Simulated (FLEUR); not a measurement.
**CsPbCl3 under changes of volume**

One of the cells (35.217 Å³/atom); the others are scaled copies at fixed shape and fractional positions:

```
Pb Cs Cl
1.0
     5.60500    0.00000    0.00000
     0.00000    5.60500    0.00000
     0.00000    0.00000    5.60500
Pb Cs Cl
1 1 3
Direct
  0.50000 0.50000 0.50000
  0.00000 0.00000 0.00000
  0.50000 0.00000 0.50000
  0.00000 0.50000 0.50000
  0.50000 0.50000 0.00000
```

```yaml
Program: FLEUR MaX-R8.1 (later development tree)
Functional: LDA
Potentials_or_basis: all-electron
Basis: FLAPW
Kmax: 4.07 1/bohr
k_mesh: 5 × 5 × 5
Occupations: fermi-dirac, width 0.05 eV
Spin: no spin polarisation
```

```tsv
volume (Å³/atom)	energy over the lowest point (meV/atom)	gap on the mesh (eV)
33.104	?	?
33.809	0.00	2.72
35.217	6.54	2.81
36.626	21.34	2.88
37.330	31.28	2.92
```

What does the run at 33.104 Å³/atom give?

Energy over the lowest point 0.52 meV/atom; gap on the mesh 2.67 eV.

Worked out: A Birch-Murnaghan fit of order 2 (a polynomial in V^(-2/3)) to the other rows has its minimum at 33.56 Å³/atom, just outside them, with B0 = V·E''(V) = 28 GPa. It gives 0.38 meV/atom at 33.104 Å³/atom, against the run's 0.52. A straight line through the other rows of the gap, of slope 1.99 eV per unit of ln V (its deformation potential), extrapolates to 2.68 eV, against the run's 2.67.

Energies are extrapolated to zero smearing.

Caveats: the plane-wave cutoff is short for the semicore states, which can make moduli rough; spin-orbit coupling is left out, which as a rule narrows the gap of such compounds by several tenths of an eV; an odd mesh through Γ misses points on the zone boundary, where band edges often lie.
